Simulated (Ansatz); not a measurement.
# Point defect: C vacancy in SiC

All numbers below come from DFT r2SCAN, scalar-relativistic, plane waves, PAW (Ansatz 0.2.0). (500 eV cutoff, 2×2×2 k-mesh, Gaussian smearing of 0.01 eV, collinear spin in charge +1, -1 alone)

Host crystal, relaxed:

```xyz
8
Lattice="3.0776 0.0000 0.0000 -1.5388 2.6652 0.0000 0.0000 0.0000 10.0768" Properties=species:S:1:pos:R:3 pbc="T T T"
Si    1.5388    0.8884    9.4504
Si    0.0000    1.7768    4.4120
Si    0.0000    0.0000    6.9317
Si    0.0000    0.0000    1.8934
C     1.5388    0.8884    7.5556
C     0.0000    1.7768    2.5172
C     0.0000    0.0000    5.0431
C     0.0000    0.0000    0.0047
```

Supercell of 32 atoms, rows in host cell vectors: 2 0 0; -2 -2 0; 0 0 -1. Atoms relax at the host's cell from a start displaced at random by 0.06 Å near the defect, so other minima may exist. The cell is small, so energies carry finite-size errors of tenths of an eV. The host's Kohn–Sham gap is 2.60 eV. Atoms are taken from and returned to the elements' standard states. Charged cells are corrected for image charges with the computed static dielectric tensor (mean 10.0) and aligned with the host's potential at far atoms (alignment terms reach 0.41 eV; the program doubts the alignment in some charges, where it is up to 0.41 eV). No band-filling term is added, and the Fermi level counts from the host's valence band top.

With moments and this functional the run may sit in a state above the lowest one. Starting moments were lost in some runs.

Defect: C vacancy set at (0.667, 0.333, 0.750) of the host cell. Before relaxation its nearest neighbours are 3 Si at 1.88 Å, 1 Si at 1.90 Å.

| charge | E_f at the valence band top (eV) | over the neutral state (eV) | moment (μB) | largest move (Å) | atoms near the site |
| --- | --- | --- | --- | --- | --- |
| +1 | 2.77 | -1.27 | 0.50 | 0.07 | 1 Si at 1.92 Å, 1 Si at 1.93 Å, 2 Si at 1.95 Å |
| 0 | 4.04 | 0.00 | 0.00 | 0.02 | 1 Si at 1.88 Å, 2 Si at 1.90 Å, 1 Si at 1.91 Å |
| -1 | 6.37 | 2.33 | 0.50 | 0.08 | 2 Si at 1.81 Å, 1 Si at 1.82 Å, 1 Si at 1.88 Å |
| -2 | 9.33 | 5.30 | 0.00 | 0.15 | 2 Si at 1.75 Å, 1 Si at 1.76 Å, 1 Si at 1.85 Å |

Among the charges computed the stable one is +1 at the valence band top, changing to 0 at 1.27 eV, changing to -1 at 2.33 eV. In charge -2 the extra carrier would gain by moving to a band edge of the host, so it isn't bound in the gap. In charge -1, -2 the cell has partly filled bands: a level of the defect may be part filled, the carrier may sit in the host's bands, or levels may cross between the k points, so transitions that involve it are doubtful. Other sites of the defect weren't tried. Fractional moments come from partly filled bands of the small cell.

Cost: 5 runs of about 21 core-minutes in all, on Intel Xeon Platinum 8488C (Sapphire Rapids) (shared hosts).